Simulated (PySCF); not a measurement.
**Frontier levels across methods**

Compound: norbornene, C₇H₁₀.
Z-matrix (Å and degrees, PBE0-D3(BJ)/def2-SVP geometry), rows numbered from 1:
```
C 
C   1  1.3408
C   2  1.5143  1  107.31
C   3  1.5565  2  106.01  1   -70.60
C   4  1.5486  3  102.87  2    67.46
C   1  1.5143  2  107.32  3     0.00
C   6  1.5364  1  100.31  2   -33.53
H   1  1.0919  2  127.22  3   173.01
H   2  1.0919  1  127.23  3  -173.00
H   3  1.0984  2  116.24  1   161.12
H   4  1.0995  3  111.82  2   -54.24
H   4  1.1011  3  110.35  2  -173.65
H   5  1.1011  4  111.37  3   118.18
H   5  1.0995  4  113.14  3  -120.78
H   6  1.0984  1  116.24  2  -161.13
H   7  1.0999  3  112.85  2    66.25
H   7  1.1023  3  113.47  2  -168.06
```

Basis pcSseg-1 throughout (PySCF), one geometry. Geometry: PBE0-D3(BJ)/def2-SVP; no solvent, vibrations or thermal averaging.

Problem. How do the orbital energies, the gap and the dipole change with the method?

Solution. 
```
   method           kind  HOMO (eV)  LUMO (eV)  gap (eV)  μ (D)  SCF cycles
    B97-D            GGA      -5.67      -0.49      5.18   0.35          15
     OPBE            GGA      -5.70      -0.46      5.23   0.38          15
      PBE            GGA      -5.75      -0.60      5.14   0.37          14
      KT3            GGA      -5.75      -0.55      5.21   0.32          14
      KT2            GGA      -5.77      -0.61      5.16   0.35          15
    B97-2  global hybrid      -6.59       0.38      6.97   0.35          12
     PBE0  global hybrid      -6.85       0.43      7.28   0.36          12
BHandHLYP  global hybrid      -7.79       1.57      9.36   0.32          12
```

The HOMO spans 2.12 eV, from B97-D down to BHandHLYP, and the gap runs from 5.14 eV (PBE) to 9.36 eV (BHandHLYP). Over the methods B97-D (0 %), OPBE (0 %), PBE (0 %), KT3 (0 %), KT2 (0 %), B97-2 (21 %), PBE0 (25 %), BHandHLYP (50 %), a straight line through the gap against the share of exact exchange rises by 0.84 eV for each 10 % (correlation coefficient 1.000). The dipole ranges from 0.32 D (BHandHLYP) to 0.38 D (OPBE). This basis has no diffuse functions.

The vertical ΔSCF ionisation energy at wB97X-D/def2-SVPD is 8.85 eV; −ε(HOMO) comes closest to it with BHandHLYP (7.79 eV).
